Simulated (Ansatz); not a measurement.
Method: Ansatz, DFT PBE, scalar-relativistic, plane waves, PAW. Settings: cutoff 420 eV, Γ-centred meshes spaced at most about 0.3 Å⁻¹, and about 0.25 Å⁻¹ or finer for metals (2π included), Gaussian smearing. No spin polarisation.

These are static total energies at zero pressure.

Two forms of GaSb₄ were relaxed alike.

A.

```xyz
5
Lattice="-2.7838 2.7838 4.5206 2.7838 -2.7838 4.5206 2.7838 2.7838 -4.5206" Properties=species:S:1:pos:R:3 pbc="T T T"
Ga    0.0000    0.0000    0.0000
Sb    0.0000    0.0000    2.9766
Sb    0.0000    0.0000    6.0646
Sb    0.0000    2.7838    0.0000
Sb    2.7838    0.0000    0.0000
```

B.

```xyz
5
Lattice="4.5354 0.0000 0.0000 0.0000 4.5354 0.0000 0.0000 0.0000 7.2815" Properties=species:S:1:pos:R:3 pbc="T T T"
Ga    2.2677    2.2677    0.0000
Sb    0.0000    2.2677    5.1146
Sb    2.2677    0.0000    5.1146
Sb    0.0000    2.2677    2.1669
Sb    2.2677    0.0000    2.1669
```

Problem. Which would you expect to be lower, and how large is the difference?

Solution. B is lower, by 53 meV/atom. A has space group I4/mmm (No. 139), 28.0 Å³/atom and no gap on its mesh; B has space group P4/mmm (No. 123), 30.0 Å³/atom and no gap. Counting Sb atoms around Ga (those within 1.25 times the shortest such distance or 1.15 times the sum of covalent radii, 1.27 where that leaves under three; the shortest distance is added where it exceeds 1.18 times the sum of covalent radii), A has Ga 6 and B has Ga 8 from 3.1 Å. B holds Sb–Sb pairs (shortest 2.95 Å); in A the shortest Sb–Sb distance is 3.09 Å, near bonding range too. The lower one is the more open, so pressure narrows the difference. Even the lower one lies +0.12 eV/atom against the reference forms of the elements (uncorrected), so neither is stable at this level. Both come from invented guesses.

Spin–orbit coupling, which can matter for Sb, is left out. Cells relaxed within their symmetry can be saddle points.
